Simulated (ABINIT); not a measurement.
# RbCl (Fm-3m): G0W0 with ABINIT, start to end, part 2 of 2

How does a plane-wave GW calculation on RbCl (Fm-3m) run from the first input to the gap?

ABINIT 10.8.3; PBE and many-body steps on it, plane waves. Known limits of the many-body steps: not at the basis limit; no spin-orbit coupling.

So far. Step 2 (Ground state): The gap is direct, at Γ. Step 3 (Bands along the symmetry lines): The gap is 5.003 eV, as in the run before at this level.

## 4. Empty states on the mesh, 4×4×4 mesh, 393 bands

Level of this step: DFT, PBE, plane waves, norm-conserving pseudopotentials (ABINIT).

The sums over transitions need many empty states on a uniform mesh; this step solves for them.

The input, run.abi:

```
acell 3*1.0 Angstrom
rprim 
  0.000000000000 3.289500000000 3.289500000000
  3.289500000000 0.000000000000 3.289500000000
  3.289500000000 3.289500000000 -0.000000000000
ntypat 2
znucl 37 17
natom 2
typat 1 2
xred 
  0.000000000000 0.000000000000 0.000000000000
  0.500000000000 0.500000000000 0.500000000000
pp_dirpath "pseudos"
pseudos "Rb.upf, Cl.upf"
ecut 25
ngkpt 4 4 4
nshiftk 1
shiftk 0 0 0
kptopt 1
chksymbreak 0
irdden 1
istwfk *1
nband 393
prtvol 0
optdriver 6
gwr_task "HDIAGO"
paral_kgb 0
occopt 1
indata_prefix "in"
outdata_prefix "out"
tmpdata_prefix "tmp"
```

On the command line:

```
> OMP_NUM_THREADS=1 mpirun -n 4 abinit run.abi > log
```

Numbers of over 12 decimals in the logs are rounded to 6 here.

Log:

```text
[banner, memory and clock lines left out]
.Version 10.8.3 of ABINIT. v10.8.2 released Aug 2026.

 Symmetries : space group Fm -3 m (#225); Bravais cF (face-center cubic)
[... echo of the input left out ...]
== DATASET  1 ==================================================================
-   mpi_nproc: 4, omp_nthreads: 1 (-1 if OMP is not activated)

--- !DatasetInfo
iteration_state: {dtset: 1, }
dimensions: {natom: 2, nkpt: 8, mband: 393, nsppol: 1, nspinor: 1, nspden: 1, mpw: 2884, }
cutoff_energies: {ecut:  25.0, pawecutdg:  -1.0, }
electrons: {nelect:   1.60000000E+01, charge:   0.00000000E+00, occopt:   1.00000000E+00, tsmear:   1.00000000E-02, }

.Using double precision arithmetic; gwpc =  8

- Reading GS density from: in_DEN

--- Pseudopotential description ------------------------------------------------
- Rb Generated using ONCVPSP code by D. R. Hamann
- 37.00000   9.00000  171031                  znucl, zion, pspdat
12 -101130 2 -1 2308                          pspcod,pspxc,lmax,lloc,mmax
     nproj     2     2     2
  pspatm : epsatm=   34.45470878
         --- l  ekb(1:nproj) -->
             0    8.246201   -0.469081
             1    3.243116   -0.369397
             2   -1.026759    0.985281
 pspatm: atomic psp has been read  and splines computed

- Cl Generated using ONCVPSP code by D. R. Hamann
- 17.00000   7.00000  171031                  znucl, zion, pspdat
12 -101130 2 -1 1028                          pspcod,pspxc,lmax,lloc,mmax
     nproj     2     2     2
  pspatm : epsatm=    9.12776517
         --- l  ekb(1:nproj) -->
             0    8.139296    0.698720
             1    3.821713    1.107519
             2   -2.938609   -0.805455
 pspatm: atomic psp has been read  and splines computed

   6.97319583E+02                                ecore*ucvol(ha*bohr**3)

 Total charge density [el/Bohr^3]
)     Maximum=    3.1594E-01  at reduced coord.    0.1000    0.8750    0.9750
)     Minimum=    5.9485E-04  at reduced coord.    0.2500    0.2500    0.2500
   Integrated=    1.6000E+01

 === KS gaps after direct diagonalization ===
 Direct band gap semiconductor
 Fundamental gap:     5.003 (eV)
   VBM:    -1.409 (eV) at k: [ 0.0000E+00,  0.0000E+00,  0.0000E+00]
   CBM:     3.594 (eV) at k: [ 0.0000E+00,  0.0000E+00,  0.0000E+00]
 Direct gap:         5.003 (eV) at k: [ 0.0000E+00,  0.0000E+00,  0.0000E+00]

== END DATASET(S) ==============================================================

 -outvars: echo values of variables after computation  --------
           etotal      0.0000000000E+00
            nband         393
             nkpt           8
          spgroup         225
 [... the other variables as echoed above ...]

 Calculation completed.
```

It took 45 s on 4 MPI ranks of Intel Xeon Platinum 8259CL at 2.50GHz (Skylake/Cascade Lake), shared host; peak memory 2.1 GiB.

This step gave:

```
gap                                                           : 5.003 eV
k of the valence top                                          : 0, 0, 0
k of the conduction bottom                                    : 0, 0, 0
least direct gap                                              : 5.003 eV
k points computed                                             : 8
lowest point of the top converged band, above the valence top : 170.7612 eV
```

On this mesh the gap is 5.003 eV.

## 5. Screening, 4×4×4 mesh, 385 bands, screening to 228.6 eV

The RPA dielectric matrix is built and inverted for each q.

This step: RPA screening on PBE, plane waves, norm-conserving pseudopotentials.

Changes to run.abi since step 4:

```diff
@@ -20,10 +20,11 @@
 chksymbreak 0
-irdden 1
 istwfk *1
-nband 393
-prtvol 0
-optdriver 6
-gwr_task "HDIAGO"
-paral_kgb 0
 occopt 1
+irdwfk 1
+optdriver 3
+nband 385
+ecuteps 8.4
+inclvkb 2
+awtr 1
+symchi 1
 indata_prefix "in"
```

Log:

```text
.Version 10.8.3 of ABINIT. v10.8.2 released Aug 2026.

 Symmetries : space group Fm -3 m (#225); Bravais cF (face-center cubic)
[... echo of the input left out ...]
== DATASET  1 ==================================================================
-   mpi_nproc: 4, omp_nthreads: 1 (-1 if OMP is not activated)

--- !DatasetInfo
iteration_state: {dtset: 1, }
dimensions: {natom: 2, nkpt: 8, mband: 385, nsppol: 1, nspinor: 1, nspden: 1, mpw: 2884, }
cutoff_energies: {ecut:  25.0, pawecutdg:  -1.0, }
electrons: {nelect:   1.60000000E+01, charge:   0.00000000E+00, occopt:   1.00000000E+00, tsmear:   1.00000000E-02, }

 SCREENING: Calculation of the susceptibility and dielectric matrices

 Based on a program developped by R.W. Godby, V. Olevano, G. Onida, and L. Reining.
 Incorporated in ABINIT by V. Olevano, G.-M. Rignanese, and M. Torrent.
.Using double precision arithmetic ; gwpc =  8

[... cell and pseudopotentials left out ...]
--------------------------------------------------------------------------------

 ==== K-mesh for the wavefunctions ====
 Number of points in the irreducible wedge :     8
[... list of points left out ...]
 Together with 48 symmetry operations and time-reversal symmetry
 yields    64 points in the full Brillouin Zone.

 ==== Q-mesh for the screening function ====
 Number of points in the irreducible wedge :     8
[... list of points left out ...]
 Together with 48 symmetry operations and time-reversal symmetry
 yields    64 points in the full Brillouin Zone.

 setmesh: FFT mesh size selected  =    32x   32x   32
          total number of points  =        32768

 vcoul_init : cutoff-mode = AUXILIARY_FUNCTION
 q-points for optical limit:   1
     1)      0.000010    0.000020    0.000030

- screening: taking advantage of time-reversal symmetry
- Maximum band index for partially occupied states nbvw = 8
- Remaining bands to be divided among processors   nbcw = 377
- Number of bands treated by each node ~94

 Number of electrons calculated from density =   16.0000; Expected =   16.0000
 average of density, n =  0.033305
 r_s =    1.9281
 omega_plasma =   17.6038 [eV]

 calculating chi0 at frequencies [eV] :
  1    0.000000E+00    0.000000E+00
  2    0.000000E+00    1.760384E+01

--------------------------------------------------------------------------------
  q-point number  1        q = ( 0.000000, 0.000000, 0.000000) [r.l.u.]
--------------------------------------------------------------------------------
[... chi0 elements left out ...]
 For q-point:  0.000010 0.000020 0.000030
  dielectric constant =   2.1892
  dielectric constant without local fields =   2.6009

  Average fulfillment of the sum rule on Im[epsilon] for q-point    1 :     93.17  [%]
[... wings left out ...]
  q-point number  2        q = ( 0.250000, 0.000000, 0.000000) [r.l.u.]
--------------------------------------------------------------------------------
[... chi0 elements left out ...]
  Average fulfillment of the sum rule on Im[epsilon] for q-point    2 :     94.64  [%]

 [... 6 further q-points ...]
```

The job ended after 3.4 min (4 MPI ranks; peak memory 2.2 GiB).

Numbers from this step:

```yaml
eps_infinity_with_local_fields_on_this_mesh_along_the_program_s_q_direction: 2.189
the_same_without_local_fields: 2.601
plasma_frequency: 17.60 eV
plane_waves_in_the_screening_matrix: 537
```

Local fields lower ε∞ by 16 %.

## 6. Self-energy, 4×4×4 mesh, 385 bands, screening to 228.6 eV

The self-energy is evaluated for the states that the input lists, and the levels follow from it, in one-shot runs by the linearised quasiparticle equation.

This step: G0W0 on PBE, plane waves, norm-conserving pseudopotentials.

Changes to run.abi since step 5:

```diff
@@ -23,8 +23,15 @@
 irdwfk 1
-optdriver 3
+optdriver 4
 nband 385
+gwcalctyp 0
+ecutsigx 25
+symsigma 1
+nkptgw 1
+kptgw 
+  0.0000000000 0.0000000000 0.0000000000
+bdgw 
+  6 12
 ecuteps 8.4
-inclvkb 2
-awtr 1
-symchi 1
+irdscr 1
+ppmodel 1
 indata_prefix "in"
```

Log:

```text
.Version 10.8.3 of ABINIT. v10.8.2 released Aug 2026.

 Symmetries : space group Fm -3 m (#225); Bravais cF (face-center cubic)
[... echo of the input left out ...]
== DATASET  1 ==================================================================
-   mpi_nproc: 4, omp_nthreads: 1 (-1 if OMP is not activated)

--- !DatasetInfo
iteration_state: {dtset: 1, }
dimensions: {natom: 2, nkpt: 8, mband: 385, nsppol: 1, nspinor: 1, nspden: 1, mpw: 2884, }
cutoff_energies: {ecut:  25.0, pawecutdg:  -1.0, }
electrons: {nelect:   1.60000000E+01, charge:   0.00000000E+00, occopt:   1.00000000E+00, tsmear:   1.00000000E-02, }

 SIGMA: Calculation of the GW corrections

 Based on a program developped by R.W. Godby, V. Olevano, G. Onida, and L. Reining.
 Incorporated in ABINIT by V. Olevano, G.-M. Rignanese, and M. Torrent.
.Using double precision arithmetic ; gwpc =  8

[... cell and pseudopotentials left out ...]
--------------------------------------------------------------------------------

 ==== K-mesh for the wavefunctions ====
 Number of points in the irreducible wedge :     8
[... list of points left out ...]
 Together with 48 symmetry operations and time-reversal symmetry
 yields    64 points in the full Brillouin Zone.

 ==== Q-mesh for screening function ====
 Number of points in the irreducible wedge :     8
[... list of points left out ...]
 Together with 48 symmetry operations and time-reversal symmetry
 yields    64 points in the full Brillouin Zone.

 vcoul_init : cutoff-mode = AUXILIARY_FUNCTION
 q-points for optical limit:   1
     1)      0.000010    0.000020    0.000030
 setmesh: FFT mesh size selected  =    40x   40x   40
          total number of points  =        64000

 Number of electrons calculated from density =   16.0000; Expected =   16.0000
 average of density, n =  0.033305
 r_s =    1.9281
 omega_plasma =   17.6038 [eV]

 === KS Band Gaps ===
  >>>> For spin  1
   Minimum direct gap =   5.0027 [eV], located at k-point      :   0.0000  0.0000  0.0000
   Fundamental gap    =   5.0027 [eV], Top of valence bands at :   0.0000  0.0000  0.0000
                                       Bottom of conduction at :   0.0000  0.0000  0.0000
 SIGMA fundamental parameters:
 PLASMON POLE MODEL  1
 number of plane-waves for SigmaX                 2837
 number of plane-waves for SigmaC and W            537
 number of plane-waves for wavefunctions          2837
 number of bands                                   385
 number of independent spin polarizations            1
 number of spinorial components                      1
 number of k-points in IBZ                           8
 number of q-points in IBZ                           8
 number of symmetry operations                      48
 number of k-points in BZ                           64
 number of q-points in BZ                           64
 number of frequencies for dSigma/dE                 9
 frequency step for dSigma/dE [eV]                0.25
 number of omega for Sigma on real axis              0
 max omega for Sigma on real axis  [eV]           0.00
 zcut for avoiding poles [eV]                     0.10

 EPSILON^-1 parameters (SCR file):
 dimension of the eps^-1 matrix on file            537
 dimension of the eps^-1 matrix used               537
 number of plane-waves for wavefunctions          2837
 number of bands                                   385
 number of q-points in IBZ                           8
 number of frequencies                               2
 number of real frequencies                          1
 number of imag frequencies                          1

 matrix elements of self-energy operator (all in [eV])

 Perturbative Calculation

--- !SelfEnergy_ee
iteration_state: {dtset: 1, }
kpoint     : [   0.000,    0.000,    0.000, ]
spin       : 1
KS_gap     :    5.003
QP_gap     :    7.892
Delta_QP_KS:    2.889
data: !SigmaeeData |
     Band     E0 <VxcDFT>   SigX SigC(E0)      Z dSigC/dE  Sig(E)    E-E0       E
        6  -1.409 -14.024 -18.548   1.688   0.805  -0.243 -16.307  -2.282  -3.691
        7  -1.409 -14.024 -18.548   1.688   0.805  -0.243 -16.307  -2.282  -3.691
        8  -1.409 -14.024 -18.548   1.688   0.805  -0.243 -16.307  -2.282  -3.691
        9   3.594  -6.590  -3.001  -2.896   0.875  -0.144  -5.984   0.606   4.200
       10   6.578  -7.734  -3.429  -2.948   0.871  -0.148  -6.552   1.182   7.760
       11   6.578  -7.734  -3.429  -2.948   0.871  -0.148  -6.552   1.182   7.760
       12   6.578  -7.734  -3.429  -2.948   0.871  -0.148  -6.552   1.182   7.760

== END DATASET(S) ==============================================================
================================================================================

 -outvars: echo values of variables after computation  --------
           etotal      0.0000000000E+00
            nband         385
             nkpt           8
          spgroup         225
 [... the other variables as echoed above ...]

 Calculation completed.
```

Run time: 90 s. Hardware: 4 MPI ranks; peak memory 2.6 GiB.

This step gave:

| Item | Value |
| --- | --- |
| G0W0 gap on the points computed | 7.891 eV |
| starting gap on the mesh | 5.003 eV |
| k of the valence top | 0, 0, 0 |
| k of the conduction bottom | 0, 0, 0 |
| Z at the valence top | 0.805 |
| Z at the conduction bottom | 0.875 |
| least direct G0W0 gap on the computed points | 7.891 eV |

The gap on the mesh goes from 5.00 eV to 7.89 eV, a correction of +2.89 eV.

Limits: finite bands, cutoff and mesh; no spin-orbit coupling. v1 is the top filled band, c1 the lowest empty one. The levels before and after the correction (eV, zero at the valence-band top of each column):

```tsv
	conduction bottom	valence top
Kohn-Sham	5.00	0.00
G0W0	7.89	0.00
```

```tsv
	level	energy (eV)
Kohn-Sham	Γ v3-v1	0.000
Kohn-Sham	Γ c1	5.003
Kohn-Sham	Γ c2-c4	7.987
G0W0	Γ v3-v1	0.000
G0W0	Γ c1	7.891
G0W0	Γ c2-c4	11.451
```

## 7. Where the time went

Times are wall times on 4 MPI ranks of Intel Xeon Platinum 8259CL at 2.50GHz (Skylake/Cascade Lake), shared host, good to a factor of about two.

```tsv
step	time	share	memory (GiB)
ground state	11 s	3 %	0.32
bands along the symmetry lines	19 s	5 %	0.3
empty states on the mesh	45 s	12 %	2.1
screening	3.4 min	55 %	2.2
self-energy	90 s	24 %	2.6
```

## 8. What came out

```
PBE gap              : 5.00 eV, direct
G0W0 gap on the mesh : 7.89 eV
GW settings          : 4×4×4 mesh, 385 bands, screening to 228.6 eV, Godby-Needs plasmon pole
known limits         : not at the basis limit; no spin-orbit coupling
```

In words: G0W0 moves the gap on the mesh from 5.00 eV to 7.89 eV (+2.89 eV), with Z of 0.81 and 0.88 at the edges. Local fields lower the RPA ε∞ on this mesh from 2.60 to 2.19. Only 1 of the mesh's irreducible points was corrected, so a valley elsewhere could overtake. The dearest step here is «screening». Bands and cutoff are finite, so the gap is not at the basis limit. The miss can reach some tenths of an eV and take either sign; the mesh is an error of its own. In the G0W0 run levels were corrected at 1 k point alone, so a gap called «on the mesh» is the least over those, and an edge elsewhere would be missed. The many-body steps are scalar-relativistic: spin-orbit coupling is not in them.

[Paths, hosts, dates, memory and timing lines, banners, echoed tables and standing remarks are left out of the program output.]

[Logs are printed without paths, hosts, clocks, repeated set-up lines and the standing remarks that a program may print on its own settings, such as how far it seeks lower states.]

[Runs of the session that timed out or met a known fault of the program may be left out.]

[Hosts, paths, dates, database ids (printed as entryN), source tags and the programs' standing remarks are cut or masked in the printed files.]

[G0W0 gaps are taken among the corrected bands and points alone; a level outside them can change the order at an edge.]

[Where Ansatz stands beside ABINIT at settings called matched, ABINIT's density can come from a denser mesh and the files from another edition; pairs whose starting gaps differed by over 0.03 eV were left out, so agreement reads better than it is.]
